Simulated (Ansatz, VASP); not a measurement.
Given: the input of a run of VASP 6.6.1 on Na.

INCAR

```
SYSTEM = Na
PREC = Accurate
ENCUT = 520
EDIFF = 1E-7
ISMEAR = -1
SIGMA = 0.05
LREAL = .FALSE.
LASPH = .TRUE.
NELM = 100
ALGO = Fast
ISIF = 2
LWAVE = .FALSE.
LCHARG = .TRUE.
LELF = .TRUE.
LVHAR = .TRUE.
NBANDS = 14
```

The input KPOINTS:

```
Automatic mesh
0
G
  8 8 5
  0 0 0
```

The input POSCAR:

```
Na
1.0
    3.7670000000      0.0000000000      0.0000000000
   -1.8835000000      3.2623176961      0.0000000000
    0.0000000000      0.0000000000      6.1540000000
Na
2
Direct
    0.6666666667      0.3333333333      0.7500000000
    0.3333333333      0.6666666667      0.2500000000
```

Potentials or basis: VASP PAW LDA potentials, release 64 (Na_pv).

Run with:

```sh
$ cat potpaw_LDA.64/Na_pv/POTCAR > POTCAR
$ mpirun -np 1 vasp_std > vasp.out
```

Task: Translate it to Ansatz 0.2.0. Potentials there: all-electron LAPW, scalar-relativistic.

Result: As run (the cutoff follows the program's own potentials):

Contents of input.yaml:

```yaml
crystal:
  lattice:
    - [3.767, 0.0, 0.0]
    - [-1.8835, 3.2623176961, 0.0]
    - [0.0, 0.0, 6.154]
  atoms:
    - { symbol: Na, position: [0.6666666667, 0.3333333333, 0.75] }
    - { symbol: Na, position: [0.3333333333, 0.6666666667, 0.25] }
kpoints:
  mp_grid: { grid: [8, 8, 5] }
scf:
  occupations: { method: fermi_dirac, width: 0.05 }
hamiltonian:
  xc: lda
  pseudopotentials: { kind: all_electron, lapw: { basis_error: 0.001 } }
output:
  forces: true
  stress: true
  eigenvalues: true
```

Potentials or basis: all-electron LAPW, scalar-relativistic.

Run with:

```console
$ ansatz run input.yaml --threads 1 --pin off --max-ram 3072MiB --backend cpu --events-out ev --progress --plain --runs-dir out
```

Both were run:

|  | VASP | Ansatz | Ansatz less VASP |
| --- | --- | --- | --- |
| gap on the k mesh at the Fermi level (eV) | none | none | - |
| pressure (GPa) | -0.9 | -0.9 | +0.01 |
| largest component of the traceless stress (GPa) | 0.16 | 0.16 | +0.001 |

A gap of «none» marks a metal or a gap that the smearing closes. Ansatz ran all-electron here, so the differences hold the error of VASP's frozen core and of both bases.
